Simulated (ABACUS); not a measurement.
# GaAs (F-43m) in ABACUS: a series of runs

Aim: see how the results for GaAs move with the level of theory and the settings. Levels: WC, SOGGA, BLYP. Tasks: single point.

Everything below comes from runs of ABACUS 3.10.1. Logs are shortened: lines on timing, memory, paths and dates and some standing lists are left out, and cuts for length are marked.

**Experimental background.**

From “Evidence of valence band perturbations in GaAsN/GaAs(001): A combined variable-angle spectroscopic ellipsometry and modulated photoreflectance investigation”, 2008, arxiv:0805.2212, for a bulk crystal of GaAs at 300 K: band gap 1.418 ± 0.005 eV (direct); band gap 1.412 ± 0.01 eV (direct).

How close the calculation comes is told below.

**1. Starting point**

It takes space group F-43m (No. 216, cubic). The conventional cell has a = 5.654 Å, b = 5.654 Å, c = 5.654 Å, α = 90.00°, β = 90.00°, γ = 90.00°. As (site symmetry -43m) has 4 Ga at 2.45 Å as nearest neighbours. Ga (site symmetry -43m) has 4 As at 2.45 Å as nearest neighbours.

**2. Single point, WC**

Contents of INPUT:

```
INPUT_PARAMETERS
suffix              GaAs
calculation         scf
basis_type          pw
pseudo_dir          ./
symmetry            1
dft_functional      wc
ecutwfc             114
pseudo_rcut         7
nspin               1
nbands              33
ks_solver           dav
smearing_method     fd
smearing_sigma      0.00367493
scf_thr             1e-08
scf_nmax            100
mixing_type         broyden
mixing_beta         0.7
cal_force           1
cal_stress          1
out_chg             1
kpar                4
```

Contents of STRU:

```
ATOMIC_SPECIES
As 74.9216 As.upf
Ga 69.7230 Ga.upf

LATTICE_CONSTANT
1.8897261246

LATTICE_VECTORS
0.0000000000 2.8268500000 2.8268500000
2.8268500000 0.0000000000 2.8268500000
2.8268500000 2.8268500000 0.0000000000

ATOMIC_POSITIONS
Direct

As
0.0
1
0.7500000000 0.7500000000 0.7500000000 1 1 1

Ga
0.0
1
0.0000000000 0.0000000000 0.0000000000 1 1 1
```

Contents of KPT:

```
K_POINTS
0
Gamma
6 6 6 0 0 0
```

Potentials or basis: PseudoDojo NC SR 0.4 PBEsol stringent, plane waves.

On the command line:

```
$ OMP_NUM_THREADS=1 mpirun -np 4 abacus > log
```

running log:

```text
ABACUS v3.10.1

               Atomic-orbital Based Ab-initio Computation at UStc

 ------------------------------------------------------------------------------------

 READING GENERAL INFORMATION
                           global_out_dir = OUT.GaAs/
                           global_in_card = INPUT
                               pseudo_dir = ./
                              orbital_dir =
                                    DSIZE = 4
                                    GSIZE = 1
[... 5 lines left out ...]

 READING ATOM TYPE 1
                               atom label = As
                      L=0, number of zeta = 1
                      L=1, number of zeta = 1
                      L=2, number of zeta = 1
             number of atom for this type = 1

 READING ATOM TYPE 2
                               atom label = Ga
                      L=0, number of zeta = 1
                      L=1, number of zeta = 1
                      L=2, number of zeta = 1
             number of atom for this type = 1

                        TOTAL ATOM NUMBER = 2
DIRECT COORDINATES
    atom                   x                   y                   z     mag                  vx                  vy                  vz
taud_As1            0.7500000000        0.7500000000        0.7500000000  0.0000        0.0000000000        0.0000000000        0.0000000000
taud_Ga1            0.0000000000        0.0000000000        0.0000000000  0.0000        0.0000000000        0.0000000000        0.0000000000

                          Volume (Bohr^3) = 304.884
                             Volume (A^3) = 45.1791

 Lattice vectors: (Cartesian coordinate: in unit of a_0)
                   +0            +2.82685            +2.82685
             +2.82685                  +0            +2.82685
             +2.82685            +2.82685                  +0
 Reciprocal vectors: (Cartesian coordinate: in unit of 2 pi/a_0)
            -0.176875           +0.176875           +0.176875
            +0.176875           -0.176875           +0.176875
            +0.176875           +0.176875           -0.176875
 The esolver type has been set to : ksdft_pw

                PAO radial cut off (Bohr) = 7

 Read in pseudopotential file is As.upf
                     pseudopotential type = NC
          exchange-correlation functional = PBESOL
                 nonlocal core correction = 1
                        valence electrons = 23
                                     lmax = 2
                           number of zeta = 5
                     number of projectors = 6
                           L of projector = 0
                           L of projector = 0
                           L of projector = 1
                           L of projector = 1
                           L of projector = 2
                           L of projector = 2
 XC functional updated to : wc
          exchange-correlation functional = WC
                PAO radial cut off (Bohr) = 7

 Read in pseudopotential file is Ga.upf
[... 181 lines left out ...]
      TOTAL NUMBER OF NONLOCAL PROJECTORS = 36

 Init Non-Local PseudoPotential table :
 Init Non-Local-Pseudopotential done.

                                     npwx = 6273

 Make real space PAO into reciprocal space.
       max mesh points in Pseudopotential = 701
     dq(describe PAO in reciprocal space) = 0.01
                                    max q = 1286

 number of pseudo atomic orbitals for As is 5
WARNING: norm of atomic wavefunction # 4 of atomic type As is 0.99998, renormalized
WARNING: norm of atomic wavefunction # 5 of atomic type As is 0.998504, renormalized

 number of pseudo atomic orbitals for Ga is 5
WARNING: norm of atomic wavefunction # 4 of atomic type Ga is 0.999668, renormalized
WARNING: norm of atomic wavefunction # 5 of atomic type Ga is 0.98517, renormalized

 -------------------------------------------
 SELF-CONSISTENT
 -------------------------------------------
                                 init_chg = atomic

 PW ALGORITHM --------------- ION=   1  ELEC=   1--------------------------------

 Notice: Threshold on eigenvalues was too large.
 hsover_error=0.44 > DRHO=0.0564426
 Origin diag ethr = 0.01
 New diag ethr = 0.000128279

 Density error is 0.0573214816895
                          Error Threshold = 0.000128278664157
----------------------------------------------------------
     Energy           Rydberg                 eV
----------------------------------------------------------
 E_KohnSham     -1106.7367765553     -15057.9263473054
 E_Harris       -1107.7378597446     -15071.5467828517
 E_Fermi        0.7050569545         9.5927919957
----------------------------------------------------------
[... 63 lines left out ...]
 Density error is 1.39060246405e-09
                          Error Threshold = 1.22828689867e-10
----------------------------------------------------------
     Energy           Rydberg                 eV
----------------------------------------------------------
 E_KohnSham     -1106.7490825640     -15058.0937791435
 E_KS(sigma->0) -1106.7490768419     -15058.0937012897
 E_Harris       -1106.7485864145     -15058.0870286826
 E_band         -154.8323572182      -2106.6022929392
 E_one_elec     -990.5083095681      -13476.5569264747
 E_Hartree      478.6575080029       6512.4694993199
 E_xc           -106.1287598823      -1443.9558560731
 E_Ewald        -488.7695096722      -6650.0503402079
 E_entropy(-TS) -0.0000114443        -0.0001557077
 E_descf        0.0000000000         0.0000000000
 E_exx          0.0000000000         0.0000000000
 E_Fermi        0.7269215571         9.8902751757
----------------------------------------------------------

 charge density convergence is achieved
 final etot is -15058.093779 eV
 EFERMI = 9.8902751757 eV

 STATE ENERGY(eV) AND OCCUPATIONS    NSPIN == 1
 1/4 kpoint (Cartesian) = 0.0000 0.0000 0.0000 (6231 pws)
       1       -174.786     0.00925926
       2       -133.710     0.00925926
       3       -118.343     0.00925926
       4       -118.343     0.00925926
       5       -118.343     0.00925926
       6       -84.5988     0.00925926
[... 130 lines left out ...]
      32        22.8156        0.00000
      33        28.9918        0.00000

------------------------------------------------------------------------------------------
 TOTAL-FORCE (eV/Angstrom)
------------------------------------------------------------------------------------------
                       As1         0.0000000000         0.0000000000         0.0000000000
                       Ga1         0.0000000000         0.0000000000         0.0000000000
------------------------------------------------------------------------------------------

----------------------------------------------------------------
 TOTAL-STRESS (KBAR)
----------------------------------------------------------------
         1.7698206420        -0.0000000000         0.0000000000
        -0.0000000000         1.7698206420         0.0000000000
        -0.0000000000         0.0000000000         1.7698206420
----------------------------------------------------------------
 TOTAL-PRESSURE: 1.769821 KBAR

 --------------------------------------------
 !FINAL_ETOT_IS -15058.0937791435208055 eV
 --------------------------------------------
```

stdout:

```text
ABACUS
v3.10.1

               Atomic-orbital Based Ab-initio Computation at UStc

 dft_functional readin is: wc
[... 39 lines left out ...]
 DA6     -1.50580938e+04  -2.71686334e-06   5.4045e-08   2.78
 DA7     -1.50580938e+04  -1.77558978e-07   1.3906e-09   2.81
----------------------------------------------------------------
 TOTAL-STRESS (KBAR)
----------------------------------------------------------------
         1.7698206420        -0.0000000000         0.0000000000
        -0.0000000000         1.7698206420         0.0000000000
        -0.0000000000         0.0000000000         1.7698206420
----------------------------------------------------------------
 TOTAL-PRESSURE: 1.769821 KBAR
```

Run time: 23 s. Hardware: 4 MPI ranks of Intel Xeon Platinum 8223CL at 3.00GHz (Skylake/Cascade Lake), shared host; peak memory 0.56 GiB.

What came out:

- Free energy: -15058.0938 eV
- Pressure: 0.2 GPa
- Band gap on the k mesh: 0.39 eV, direct

Caveat: the potentials were made for another functional, which shifts forces and pressure.

**3. Single point, SOGGA**

Contents of run_abacus.py:

```python
"""ABACUS run from a structure file: ASE reads it, the script writes STRU, KPT and INPUT."""
import re
import subprocess
import spglib
from ase import Atoms
from ase.io import read
from ase.units import Bohr

atoms = read("GaAs.cif")
cell, frac, numbers = spglib.standardize_cell((atoms.cell[:], atoms.get_scaled_positions(), atoms.numbers), to_primitive=True, symprec=1e-4)
atoms = Atoms(numbers=numbers, cell=cell, scaled_positions=frac, pbc=True)  # the primitive cell
atoms = atoms[(-atoms.numbers).argsort(kind="stable")]  # ABACUS lists atoms element by element
pseudo = {'As': 'as_pbe_v1.uspp.F.UPF', 'Ga': 'ga_pbe_v1.4.uspp.F.UPF'}
orbital = {}
magmoms = None
kmesh = [6, 6, 6]
params = {
    'suffix': 'GaAs',
    'calculation': 'scf',
    'basis_type': 'pw',
    'pseudo_dir': './',
    'symmetry': 1,
    'dft_functional': 'GGA_X_SOGGA+GGA_C_PBE',
    'ecutwfc': 40,
    'pseudo_rcut': 10,
    'nspin': 1,
    'nbands': 22,
    'ks_solver': 'dav',
    'smearing_method': 'fd',
    'smearing_sigma': 0.00367493,
    'scf_thr': 1e-08,
    'scf_nmax': 100,
    'mixing_type': 'broyden',
    'mixing_beta': 0.7,
    'cal_force': 1,
    'cal_stress': 1,
    'ecutrho': 320,
    'out_chg': 1,
    'kpar': 4,
}

symbols = atoms.get_chemical_symbols()
elements = list(dict.fromkeys(symbols))
lines = ["ATOMIC_SPECIES"] + [f"{e} {atoms.get_masses()[symbols.index(e)]:.4f} {pseudo[e]}" for e in elements]
if orbital:
    lines += ["", "NUMERICAL_ORBITAL"] + [orbital[e] for e in elements]
lines += ["", "LATTICE_CONSTANT", f"{1 / Bohr:.10f}", "", "LATTICE_VECTORS"]
lines += [" ".join(f"{x:.10f}" for x in v) for v in atoms.cell]
lines += ["", "ATOMIC_POSITIONS", "Direct"]
for e in elements:
    lines += ["", e, "0.0", str(symbols.count(e))]
    for i, p in enumerate(atoms.get_scaled_positions(wrap=False)):
        if symbols[i] == e:
            mag = "" if magmoms is None else " mag " + " ".join(str(x) for x in (magmoms[i] if isinstance(magmoms[i], list) else [magmoms[i]]))
            lines.append(" ".join(f"{x:.10f}" for x in p) + " 1 1 1" + mag)
open("STRU", "w").write("\n".join(lines) + "\n")
open("KPT", "w").write("K_POINTS\n0\nGamma\n%d %d %d 0 0 0\n" % tuple(kmesh))
open("INPUT", "w").write("INPUT_PARAMETERS\n" + "".join(f"{k:<20s}{v}\n" for k, v in params.items()))

done = subprocess.run(['mpirun', '-np', '4', 'abacus'])
if done.returncode:
    raise SystemExit(done.returncode)
log = open("OUT.GaAs/running_scf.log").read()
print("final energy (eV):", re.findall(r"FINAL_ETOT_IS (\S+)", log))
```

Contents of GaAs.cif:

```cif
data_GaAs
_cell_length_a 5.65370000
_cell_length_b 5.65370000
_cell_length_c 5.65370000
_cell_angle_alpha 90.00000000
_cell_angle_beta 90.00000000
_cell_angle_gamma 90.00000000
_space_group_name_H-M_alt 'F-43m'
_space_group_name_Hall 'F -4 2 3'
_space_group_IT_number 216
loop_
_space_group_symop_operation_xyz
'x,y,z'
'y,-x,-z'
'-x,-y,z'
'-y,x,-z'
'x,-y,-z'
'y,x,z'
'-x,y,-z'
'-y,-x,z'
'z,x,y'
'-z,y,-x'
'z,-x,-y'
'-z,-y,x'
'-z,x,-y'
'z,y,x'
'-z,-x,y'
'z,-y,-x'
'y,z,x'
'-x,-z,y'
'-y,z,-x'
'x,-z,-y'
'-y,-z,x'
'x,z,y'
'y,-z,-x'
'-x,z,-y'
'x,y+1/2,z+1/2'
'y,-x+1/2,-z+1/2'
'-x,-y+1/2,z+1/2'
'-y,x+1/2,-z+1/2'
'x,-y+1/2,-z+1/2'
'y,x+1/2,z+1/2'
'-x,y+1/2,-z+1/2'
'-y,-x+1/2,z+1/2'
'z,x+1/2,y+1/2'
'-z,y+1/2,-x+1/2'
'z,-x+1/2,-y+1/2'
'-z,-y+1/2,x+1/2'
'-z,x+1/2,-y+1/2'
'z,y+1/2,x+1/2'
'-z,-x+1/2,y+1/2'
'z,-y+1/2,-x+1/2'
'y,z+1/2,x+1/2'
'-x,-z+1/2,y+1/2'
'-y,z+1/2,-x+1/2'
'x,-z+1/2,-y+1/2'
'-y,-z+1/2,x+1/2'
'x,z+1/2,y+1/2'
'y,-z+1/2,-x+1/2'
'-x,z+1/2,-y+1/2'
'x+1/2,y,z+1/2'
'y+1/2,-x,-z+1/2'
'-x+1/2,-y,z+1/2'
'-y+1/2,x,-z+1/2'
'x+1/2,-y,-z+1/2'
'y+1/2,x,z+1/2'
'-x+1/2,y,-z+1/2'
'-y+1/2,-x,z+1/2'
'z+1/2,x,y+1/2'
'-z+1/2,y,-x+1/2'
'z+1/2,-x,-y+1/2'
'-z+1/2,-y,x+1/2'
'-z+1/2,x,-y+1/2'
'z+1/2,y,x+1/2'
'-z+1/2,-x,y+1/2'
'z+1/2,-y,-x+1/2'
'y+1/2,z,x+1/2'
'-x+1/2,-z,y+1/2'
'-y+1/2,z,-x+1/2'
'x+1/2,-z,-y+1/2'
'-y+1/2,-z,x+1/2'
'x+1/2,z,y+1/2'
'y+1/2,-z,-x+1/2'
'-x+1/2,z,-y+1/2'
'x+1/2,y+1/2,z'
'y+1/2,-x+1/2,-z'
'-x+1/2,-y+1/2,z'
'-y+1/2,x+1/2,-z'
'x+1/2,-y+1/2,-z'
'y+1/2,x+1/2,z'
'-x+1/2,y+1/2,-z'
'-y+1/2,-x+1/2,z'
'z+1/2,x+1/2,y'
'-z+1/2,y+1/2,-x'
'z+1/2,-x+1/2,-y'
'-z+1/2,-y+1/2,x'
'-z+1/2,x+1/2,-y'
'z+1/2,y+1/2,x'
'-z+1/2,-x+1/2,y'
'z+1/2,-y+1/2,-x'
'y+1/2,z+1/2,x'
'-x+1/2,-z+1/2,y'
'-y+1/2,z+1/2,-x'
'x+1/2,-z+1/2,-y'
'-y+1/2,-z+1/2,x'
'x+1/2,z+1/2,y'
'y+1/2,-z+1/2,-x'
'-x+1/2,z+1/2,-y'
loop_
_atom_site_label
_atom_site_type_symbol
_atom_site_symmetry_multiplicity
_atom_site_Wyckoff_symbol
_atom_site_fract_x
_atom_site_fract_y
_atom_site_fract_z
_atom_site_occupancy
As1 As 4 c 0.2500000000 0.2500000000 0.2500000000 1
Ga1 Ga 4 a 0.0000000000 0.0000000000 0.0000000000 1
```

Potentials or basis: GBRV ultrasoft 1.5 PBE, plane waves.

On the command line:

```
$ OMP_NUM_THREADS=1 python run_abacus.py > log
```

Wall time 17 s (4 MPI ranks of Intel Xeon 6975P-C (Granite Rapids), shared host); peak memory 0.68 GiB.

The run converged. Its results:

| Quantity | Value |
| --- | --- |
| Free energy | -6182.5402 eV |
| Pressure | -0.6 GPa |
| Band gap on the k mesh | 0.47 eV, direct |

Levels at points of the mesh, in eV from the valence-band top:
```tsv
k point	band 10	band 11	band 12	band 13	band 14	band 15
(0.00, 0.00, 0.00)	0.00	0.00	0.00	0.47	3.67	3.67
(0.50, 0.50, 0.50)	-6.71	-1.16	-1.16	0.91	4.55	4.55
(0.50, 0.50, 0.00)	-6.87	-2.72	-2.72	1.29	1.53	10.18
```

Caveat: the potentials were made for another functional, which shifts forces and pressure.

(Continued in part 2 of 2.)
